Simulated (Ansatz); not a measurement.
# MoSe2 (P6_3/mmc): energies of magnetic orders

Which of a few magnetic orders of MoSe2 (P6_3/mmc) is lowest at one geometry?

The COD entry's cell or inner coordinates are ideal or old and differ from later refinements, so a difference from it is no clean test against experiment.

Computed with Ansatz 0.2.0 (DFT PBE, scalar-relativistic, plane waves, PAW, unless a step's input says otherwise).

The runs add the D3(BJ) dispersion term to the functional named.

### 1 The structure to begin with

It takes space group P6_3/mmc (No. 194, hexagonal). The conventional cell has a = 3.277 Å, b = 3.277 Å, c = 12.734 Å, α = 90.00°, β = 90.00°, γ = 120.00°. Around Mo (site symmetry -6m2) lie 6 Se at 2.53 Å. Se (site symmetry 3m) has 3 Mo at 2.53 Å as nearest neighbours.

Coordinates:

```xyz
6
Lattice="3.2769 0.0000 0.0000 -1.6385 2.8379 0.0000 0.0000 0.0000 12.7341" Properties=species:S:1:pos:R:3 pbc="T T T"
Mo    0.0000    1.8919    3.1835
Mo    1.6385    0.9460    9.5506
Se    0.0000    1.8919    7.8766
Se    1.6385    0.9460    1.5095
Se    0.0000    1.8919   11.2246
Se    1.6385    0.9460    4.8575
```

An earlier run at PBE left this cell at 19.737 Å³/atom and 0.01 GPa (10×10×4 mesh).

### 2 Antiferromagnetic, in the cell as typed

input.yaml reads:

```yaml
crystal:
  lattice:
    - [3.2769031934, 0.0, 0.0]
    - [-1.6384515967, 2.8378814112, 0.0]
    - [0.0, 0.0, 12.73411334]
  atoms:
    - { symbol: Mo, position: [0.3333333333, 0.6666666667, 0.25], spin: 2.0 }
    - { symbol: Mo, position: [0.6666666667, 0.3333333333, 0.75], spin: -2.0 }
    - { symbol: Se, position: [0.3333333333, 0.6666666667, 0.6185407763] }
    - { symbol: Se, position: [0.6666666667, 0.3333333333, 0.1185407763] }
    - { symbol: Se, position: [0.3333333333, 0.6666666667, 0.8814592237] }
    - { symbol: Se, position: [0.6666666667, 0.3333333333, 0.3814592237] }
basis:
  ecutwfc: 420
  ecutrho_ratio: 4
kpoints:
  mp_grid: { grid: [10, 10, 4] }
hamiltonian:
  xc: pbe
  dispersion: d3bj
scf:
  occupations: { method: gaussian, width: 0.05 }
  lower_state_search: "off"
output:
  forces: true
  stress: true
  eigenvalues: true
  populations: true
magnetization:
  spin_polarized: true
```

On the command line:

```
$ ansatz run input.yaml --threads 4 --pin off --max-ram 10240MiB --backend cpu --events-out ev --progress --plain --runs-dir out
```

What it wrote (excerpt; [...] marks lines left out):

```text
Warning: RAYON_NUM_THREADS=4 ignored (pool sized by the plan → 4); use --threads N
[...]
Pseudopotentials: kind: paw
Pseudopotential: Mo, paw, valence charge 14, recommended cutoff 420 eV (normal), Mo.paw.azcp
Pseudopotential: Se, paw, valence charge 16, recommended cutoff 420 eV (normal), Se.paw.azcp
Functional definition: PBE
[...]
Crystal: 6 atoms, lattice volume = 118.420 Å³
Basis set: ecut = 420 eV, 2347 PW (Γ), exchange–correlation on 48×48×180 points (8 copies of the dense FFT grid, shifted against one another)
Bands: 58, of which v1, the nominal top of the filled ones, is band 46 counted from 1 (45 counted from 0)
Symmetry: 12 space group operations
Space group: P-6m2 (ITA 187), of the structure as read, at distance tolerance 4.9e-5 Å
Magnetic group: BNS 194.267 (UNI 1497), of the structure as read, at distance tolerance 4.9e-5 Å
k-points: 42 of 400 (time reversal used)
[...]
Starting moments: Σ|m| = 4 μB on 2 of 6 sites
Starting magnetic order: antiferromagnet; an inversion exchanges its spin sublattices: spin-degenerate at every k-point
[...]
SCF iter   1: F=—  HF=-31796.004510 eV  |F-HF|=—  |Δ(HF+E_count)|=         —  Δρ=6.18e-2 (↑6.18e-2 ↓6.18e-2)  dr2=8.39e0  dr2_m=2.82e0  M=0.000 μB ∫|m|=1.060 μB  β_m=0.30  ethr=3.10e-3  ⟨swp⟩=6.1  Hψ=17144  notcnv=0  defer=24
[...]
spin=Collinear: Resta preconditioning applied to the charge; magnetization (m = ρ↑ − ρ↓) channel mixes plain (no charge-response kernel on spin).
[...]
WARN: the starting moments were not kept: the SCF closed with an absolute magnetisation of 7.3e-6 μB, where they sum to 4 μB in size (2 sites). That is at most 0.1 of that sum. Measured as dr2_m measures the in/out step, that magnetisation stands 1.8e-12 eV from none, at or under the [...]
SCF converged after 15 iterations
Magnetization: 0.0000 μB (46.0000 up, 46.0000 down)
Absolute magnetization: 0.0000 μB (∫|ρ↑−ρ↓|, with the PAW one-centre terms)
Spin contamination: 0.0000 ħ² per cell (⟨S²⟩ above its minimum at these occupations)
Per-site moments (μB) at R_I (Å): [(-1.530190607747475e-8, 1.0420583298948543), (1.5039469665312342e-8, 1.0420583298948538), (-3.767317066718829e-7, 1.0420583298948538), (3.7763263623056555e-7, 1.0420583298948543), (-3.767317067740545e-7, 1.0420583298948543), (3.776326363603674e-7, [...]
Free energy (F): -31795.174072 eV
[...]
E sigma→0 (E₀):  -31795.174072 eV
Fermi energy:    13.227534 eV
[...]
--- Forces (eV/Å), atoms counted from 1 ---
  atom   1  Mo    -0.00000000     0.00000000     0.00000000
  atom   2  Mo     0.00000000     0.00000000     0.00000000
  atom   3  Se     0.00000000     0.00000000    -0.00170102
  atom   4  Se    -0.00000000    -0.00000000    -0.00171005
  atom   5  Se     0.00000000     0.00000000     0.00170102
  atom   6  Se    -0.00000000    -0.00000000     0.00171005
[...]
--- Stress (GPa, compression-positive) ---
        0.012352       0.000000       0.000000
        0.000000       0.012352       0.000000
        0.000000       0.000000      -0.003809
  P = ⅓ Tr σ = 0.0070 GPa (0.070 kbar)
--- Band table (eV; the first three rows and the last of 84) ---
[...]
--- Löwdin populations: 6 sites ---
  site symbol       q [e]    m [muB]
     0     Mo     13.7714    -0.0000
     1     Mo     13.7714     0.0000
     2     Se     16.0303    -0.0000
     3     Se     16.0303     0.0000
     4     Se     16.0303    -0.0000
     5     Se     16.0303     0.0000
  spilling = 0.003650 (of n_electrons = 92.000000)
```

Wall time 22 s (4 threads of Arm Neoverse V2, shared host); peak memory 0.7 GiB.

In short: volume 19.737 Å³/atom, pressure 0.01 GPa, mesh gap 0.77 eV, no moment left.

In this order, neighbours among magnetic atoms: 6 of 6 parallel, 6 of 6 parallel (shell by shell, nearest first).

### 3 Ferromagnetic, larger cell

input.yaml reads:

```yaml
crystal:
  lattice:
    - [3.2769031934, 0.0, 0.0]
    - [-1.6384515967, 2.8378814112, 0.0]
    - [0.0, 0.0, 25.46822668]
  atoms:
    - { symbol: Mo, position: [0.3333333333, 0.6666666667, 0.125], spin: 2.0 }
    - { symbol: Mo, position: [0.6666666667, 0.3333333333, 0.375], spin: 2.0 }
    - { symbol: Se, position: [0.3333333333, 0.6666666667, 0.3092703881] }
    - { symbol: Se, position: [0.6666666667, 0.3333333333, 0.0592703881] }
    - { symbol: Se, position: [0.3333333333, 0.6666666667, 0.4407296119] }
    - { symbol: Se, position: [0.6666666667, 0.3333333333, 0.1907296119] }
    - { symbol: Mo, position: [0.3333333333, 0.6666666667, 0.625], spin: 2.0 }
    - { symbol: Mo, position: [0.6666666667, 0.3333333333, 0.875], spin: 2.0 }
    - { symbol: Se, position: [0.3333333333, 0.6666666667, 0.8092703881] }
    - { symbol: Se, position: [0.6666666667, 0.3333333333, 0.5592703881] }
    - { symbol: Se, position: [0.3333333333, 0.6666666667, 0.9407296119] }
    - { symbol: Se, position: [0.6666666667, 0.3333333333, 0.6907296119] }
basis:
  ecutwfc: 420
  ecutrho_ratio: 4
kpoints:
  mp_grid: { grid: [8, 8, 1] }
hamiltonian:
  xc: pbe
  dispersion: d3bj
scf:
  occupations: { method: gaussian, width: 0.05 }
  lower_state_search: "off"
output:
  forces: true
  stress: true
  eigenvalues: true
  populations: true
magnetization:
  spin_polarized: true
```

On the command line:

```
$ ansatz run input.yaml --threads 4 --pin off --max-ram 10240MiB --backend cpu --events-out ev --progress --plain --runs-dir out
```

What it wrote (excerpt; [...] marks lines left out):

```text
Warning: RAYON_NUM_THREADS=4 ignored (pool sized by the plan → 4); use --threads N
[...]
[... 4 set-up lines as earlier in the session ...]
[...]
Crystal: 12 atoms, lattice volume = 236.841 Å³
Basis set: ecut = 420 eV, 4693 PW (Γ), exchange–correlation on 48×48×360 points (8 copies of the dense FFT grid, shifted against one another)
Bands: 116, of which v1, the nominal top of the filled ones, is band 92 counted from 1 (91 counted from 0)
Symmetry: 48 space group operations
Space group: P63/mmc (ITA 194), of the structure as read, at distance tolerance 6.2e-5 Å
Magnetic group: BNS 194.263 (UNI 1493), of the structure as read, at distance tolerance 6.2e-5 Å
k-points: 10 of 64
[...]
Starting moments: Σ|m| = 8 μB on 4 of 12 sites
[...]
WARN: the starting moments were not kept: the SCF closed with an absolute magnetisation of 2.4e-5 μB, where they sum to 8 μB in size (4 sites). That is at most 0.1 of that sum. Measured as dr2_m measures the in/out step, that magnetisation stands 1.1e-11 eV from none, at or under the [...]
  atom   2  Mo     0.00000000     0.00000000     0.00000000
  atom   3  Se     0.00000000     0.00000000    -0.00164422
  atom   4  Se     0.00000000    -0.00000000    -0.00164422
  atom   5  Se     0.00000000     0.00000000     0.00164422
  atom   6  Se    -0.00000000    -0.00000000     0.00164422
  atom   7  Mo    -0.00000000    -0.00000000    -0.00000000
  atom   8  Mo     0.00000000     0.00000000    -0.00000000
[...]
--- Stress (GPa, compression-positive) ---
        0.017724      -0.000000       0.000000
        0.000000       0.017724       0.000000
        0.000000       0.000000       0.001394
  P = ⅓ Tr σ = 0.0123 GPa (0.123 kbar)
--- Band table (eV; the first three rows and the last of 20) ---
[...]
--- Löwdin populations: 12 sites ---
  site symbol       q [e]    m [muB]
     0     Mo     13.7713    -0.0000
     1     Mo     13.7713    -0.0000
     2     Se     16.0304     0.0000
     3     Se     16.0304     0.0000
     4     Se     16.0304     0.0000
     5     Se     16.0304     0.0000
     6     Mo     13.7713    -0.0000
     7     Mo     13.7713    -0.0000
     8     Se     16.0304     0.0000
     9     Se     16.0304     0.0000
    10     Se     16.0304     0.0000
    11     Se     16.0304     0.0000
  spilling = 0.003651 (of n_electrons = 184.000000)
```

Run time: 12 s. Hardware: 4 threads of Arm Neoverse V2, shared host; peak memory 1.1 GiB.

Read off: volume 19.737 Å³/atom, pressure 0.01 GPa, gap on the mesh 0.84 eV, no moment left.

### 4 Antiferromagnetic, propagation vector (0, 0, 1/2)

input.yaml, as its differences from that of step 3:

```diff
@@ -12,4 +12,4 @@
     - { symbol: Se, position: [0.6666666667, 0.3333333333, 0.1907296119] }
-    - { symbol: Mo, position: [0.3333333333, 0.6666666667, 0.625], spin: 2.0 }
-    - { symbol: Mo, position: [0.6666666667, 0.3333333333, 0.875], spin: 2.0 }
+    - { symbol: Mo, position: [0.3333333333, 0.6666666667, 0.625], spin: -2.0 }
+    - { symbol: Mo, position: [0.6666666667, 0.3333333333, 0.875], spin: -2.0 }
     - { symbol: Se, position: [0.3333333333, 0.6666666667, 0.8092703881] }
```

On the command line:

```
$ ansatz run input.yaml --threads 4 --pin off --max-ram 10240MiB --backend cpu --events-out ev --progress --plain --runs-dir out
```

What it wrote (excerpt; [...] marks lines left out):

```text
Warning: RAYON_NUM_THREADS=4 ignored (pool sized by the plan → 4); use --threads N
[...]
[... 4 set-up lines as earlier in the session ...]
[...]
Crystal: 12 atoms, lattice volume = 236.841 Å³
Basis set: ecut = 420 eV, 4693 PW (Γ), exchange–correlation on 48×48×360 points (8 copies of the dense FFT grid, shifted against one another)
Bands: 116, of which v1, the nominal top of the filled ones, is band 92 counted from 1 (91 counted from 0)
[... 1 set-up line as earlier in the session ...]
Space group: P-3m1 (ITA 164), of the structure as read, at distance tolerance 6.2e-5 Å
Magnetic group: BNS 164.90 (UNI 1320), of the structure as read, at distance tolerance 6.2e-5 Å
k-points: 10 of 64
[...]
Starting moments: Σ|m| = 8 μB on 4 of 12 sites
Starting magnetic order: antiferromagnet; a translation exchanges its spin sublattices: spin-degenerate at every k-point
[...]
WARN: the starting moments were not kept: the SCF closed with an absolute magnetisation of 1.8e-5 μB, where they sum to 8 μB in size (4 sites). That is at most 0.1 of that sum. Measured as dr2_m measures the in/out step, that magnetisation stands 6.1e-12 eV from none, at or under the [...]
  atom   2  Mo     0.00000000    -0.00000000     0.00001334
  atom   3  Se    -0.00000000     0.00000000    -0.00164752
  atom   4  Se     0.00000000    -0.00000000    -0.00163980
  atom   5  Se     0.00000000     0.00000000     0.00163980
  atom   6  Se     0.00000000    -0.00000000     0.00164752
  atom   7  Mo     0.00000000    -0.00000000    -0.00001334
  atom   8  Mo    -0.00000000     0.00000000     0.00001334
[...]
--- Stress (GPa, compression-positive) ---
        0.017727      -0.000000       0.000000
       -0.000000       0.017727       0.000000
        0.000000      -0.000000       0.001398
  P = ⅓ Tr σ = 0.0123 GPa (0.123 kbar)
--- Band table (eV; the first three rows and the last of 20) ---
[...]
--- Löwdin populations: 12 sites ---
  site symbol       q [e]    m [muB]
     0     Mo     13.7713    -0.0000
     1     Mo     13.7713    -0.0000
     2     Se     16.0304     0.0000
     3     Se     16.0304     0.0000
     4     Se     16.0304     0.0000
     5     Se     16.0304     0.0000
     6     Mo     13.7713     0.0000
     7     Mo     13.7713     0.0000
     8     Se     16.0304    -0.0000
     9     Se     16.0304    -0.0000
    10     Se     16.0304    -0.0000
    11     Se     16.0304    -0.0000
  spilling = 0.003651 (of n_electrons = 184.000000)
```

It took 8 s on 4 threads of Arm Neoverse V2, shared host; peak memory 1.1 GiB.

Result: volume 19.737 Å³/atom, pressure 0.01 GPa, mesh gap 0.84 eV, no moment left.

In this order, neighbours among magnetic atoms: 6 of 6 parallel, 6 of 6 parallel (shell by shell, nearest first).

### 5 No spin polarisation

input.yaml reads:

```yaml
crystal:
  lattice:
    - [3.2769031934, 0.0, 0.0]
    - [-1.6384515967, 2.8378814112, 0.0]
    - [0.0, 0.0, 12.73411334]
  atoms:
    - { symbol: Mo, position: [0.3333333333, 0.6666666667, 0.25] }
    - { symbol: Mo, position: [0.6666666667, 0.3333333333, 0.75] }
    - { symbol: Se, position: [0.3333333333, 0.6666666667, 0.6185407763] }
    - { symbol: Se, position: [0.6666666667, 0.3333333333, 0.1185407763] }
    - { symbol: Se, position: [0.3333333333, 0.6666666667, 0.8814592237] }
    - { symbol: Se, position: [0.6666666667, 0.3333333333, 0.3814592237] }
basis:
  ecutwfc: 420
  ecutrho_ratio: 4
kpoints:
  mp_grid: { grid: [10, 10, 4] }
hamiltonian:
  xc: pbe
  dispersion: d3bj
scf:
  occupations: { method: gaussian, width: 0.05 }
output:
  forces: true
  stress: true
  eigenvalues: true
```

On the command line:

```
$ ansatz run input.yaml --threads 4 --pin off --max-ram 10240MiB --backend cpu --events-out ev --progress --plain --runs-dir out
```

What it wrote (excerpt; [...] marks lines left out):

```text
Warning: RAYON_NUM_THREADS=4 ignored (pool sized by the plan → 4); use --threads N
[...]
[... 4 set-up lines as earlier in the session ...]
[...]
Crystal: 6 atoms, lattice volume = 118.420 Å³
Basis set: ecut = 420 eV, 2347 PW (Γ), exchange–correlation on 48×48×180 points (8 copies of the dense FFT grid, shifted against one another)
Bands: 56, of which v1, the nominal top of the filled ones, is band 46 counted from 1 (45 counted from 0)
Symmetry: 24 space group operations
Space group: P63/mmc (ITA 194), of the structure as read, at distance tolerance 4.9e-5 Å
k-points: 42 of 400
[...]
SCF iter   1: F=—  HF=-31795.161870 eV  |F-HF|=—  |Δ(HF+E_count)|=         —  Δρ=5.11e-3  dr2=1.72e-2  ethr=1.77e-3  ⟨swp⟩=6.3  Hψ=8302  notcnv=0  defer=1
[...]
SCF iter   7: F=-31795.174072 eV  HF=-31795.174072 eV  |F-HF|=1.44e-8  |Δ(HF+E_count)|=   1.44e-7  Δρ=4.20e-6  dr2=3.49e-8  ethr=1.09e-10  ⟨swp⟩=4.4  Hψ=7511  notcnv=0
[...]
SCF converged after 7 iterations
Free energy (F): -31795.174072 eV
[...]
E sigma→0 (E₀):  -31795.174072 eV
Fermi energy:    13.227493 eV
[...]
--- Forces (eV/Å), atoms counted from 1 ---
  atom   1  Mo    -0.00000000     0.00000000     0.00000000
  atom   2  Mo     0.00000000    -0.00000000     0.00000000
  atom   3  Se     0.00000000     0.00000000    -0.00170326
  atom   4  Se    -0.00000000    -0.00000000    -0.00170326
  atom   5  Se    -0.00000000     0.00000000     0.00170326
  atom   6  Se    -0.00000000    -0.00000000     0.00170326
[...]
--- Stress (GPa, compression-positive) ---
        0.012169      -0.000000       0.000000
       -0.000000       0.012169       0.000000
        0.000000       0.000000      -0.003711
  P = ⅓ Tr σ = 0.0069 GPa (0.069 kbar)
--- Band table (eV; the first three rows and the last of 42) ---
[...]
```

Wall time 3 s (4 threads of Arm Neoverse V2, shared host); peak memory 0.58 GiB.

Read off: volume 19.737 Å³/atom, pressure 0.01 GPa, gap on the mesh 0.77 eV.

### 6 The orders side by side

Orders of one name are numbered as they were run above.

```
                                            order  above the lowest (meV/atom)  largest moment (μB)  pressure (GPa)  gap on the mesh (eV)  order kept
                                    ferromagnetic                          0.0                 0.00             0.0                  0.77          no
          antiferromagnetic, in the cell as typed                          0.0                 0.00             0.0                  0.77          no
antiferromagnetic, propagation vector (0, 0, 1/2)                          0.0                 0.00             0.0                  0.84          no
                             no spin polarisation                          0.0                 0.00             0.0                  0.77         yes
```

The first row is the run of the earlier session that started with parallel moments (-5299.1957 eV/atom). A larger cell is measured against the parallel state in that same cell where that was run, so that mesh errors cancel.

The work goes on in this order: no spin polarisation, the lowest.

### 7 Relaxing the chosen order

input.yaml, as its differences from that of step 5:

```diff
@@ -26 +26,5 @@
   eigenvalues: true
+relax:
+  f_tol: 0.01
+  max_steps: 30
+  cell: { stress_tol: 0.05 }
```

On the command line:

```
$ ansatz run input.yaml --threads 4 --pin off --max-ram 10240MiB --backend cpu --events-out ev --progress --plain --runs-dir out
```

What it wrote (excerpt; [...] marks lines left out):

```text
Warning: RAYON_NUM_THREADS=4 ignored (pool sized by the plan → 4); use --threads N
[...]
[... 4 set-up lines as earlier in the session ...]
[...]
Crystal: 6 atoms, lattice volume = 118.420 Å³
Basis set: ecut = 420 eV, 2347 PW (Γ), exchange–correlation on 48×48×180 points (8 copies of the dense FFT grid, shifted against one another)
Bands: 56, of which v1, the nominal top of the filled ones, is band 46 counted from 1 (45 counted from 0)
[... 2 set-up lines as earlier in the session ...]
k-points: 42 of 400
[...]
SCF iter   1: F=—  HF=-31795.161870 eV  |F-HF|=—  |Δ(HF+E_count)|=         —  Δρ=5.11e-3  dr2=1.72e-2  ethr=1.77e-3  ⟨swp⟩=6.3  Hψ=8302  notcnv=0  defer=1
[...]
        0.000000       0.012358       0.000000
        0.000000       0.000000      -0.003813
  P = ⅓ Tr σ = 0.0070 GPa (0.070 kbar)
--- Band table (eV; the first three rows and the last of 42) ---
[...]
--- Relaxed structure (1 steps of the walk, 1 accepted, 1 SCFs on fresh bases) ---
  F+E_penalty+E_count = -31795.17407190 eV   max|allowed force component| = 1.705e-3 eV/Å   (the final SCF, on the basis selected at the relaxed cell)
  cell:  # Å, volume = 118.4204 Å³
    - [3.2769031933845554, 0.0, 0.0]
    - [-1.6384515966922777, 2.8378814112133757, 0.0]
    - [0.0, 0.0, 12.73411334]
  atoms:
    - { symbol: Mo, position: [0.3333333333333333, 0.6666666666666666, 0.25] }
    - { symbol: Mo, position: [0.6666666666666666, 0.3333333333333333, 0.75] }
    - { symbol: Se, position: [0.3333333333333333, 0.6666666666666666, 0.6185407763] }
    - { symbol: Se, position: [0.6666666666666666, 0.3333333333333333, 0.11854077629999998] }
    - { symbol: Se, position: [0.3333333333333333, 0.6666666666666666, 0.8814592237] }
    - { symbol: Se, position: [0.6666666666666666, 0.3333333333333333, 0.3814592237] }
```

Wall time 7.1 s (4 threads of Arm Neoverse V2, shared host); peak memory 0.58 GiB.

The steps of the relaxation:

```csv
step,energy from step 1 (meV/atom),largest force component (eV/Å),pressure (GPa),volume (Å³/atom)
1,0.0,0.002,0.01,19.737
2,0.0,0.002,0.01,19.737
```

Step 1 is the start. Step 2 repeats the geometry before it on a plane-wave basis chosen anew for the final cell, which leaves the energy as it was.

Read off: volume 19.737 Å³/atom, pressure 0.01 GPa, mesh gap 0.77 eV.

### 8 Results

| quantity | value |
| --- | --- |
| orders tried | 4 |
| lowest | no spin polarisation |
| largest moment there | 0.00 μB |
| volume in the chosen order | 19.74 Å³/atom at 0.01 GPa |

What this shows: Of the orders that kept their pattern, the lowest is: no spin polarisation. Where the order wasn't kept, moments died or turned during the run, so that row belongs to another state than the one started. Only these orders were tried, at zero temperature; the one found in experiment may not be among them. A run loses the moments it was seeded with; other starts can end magnetic.
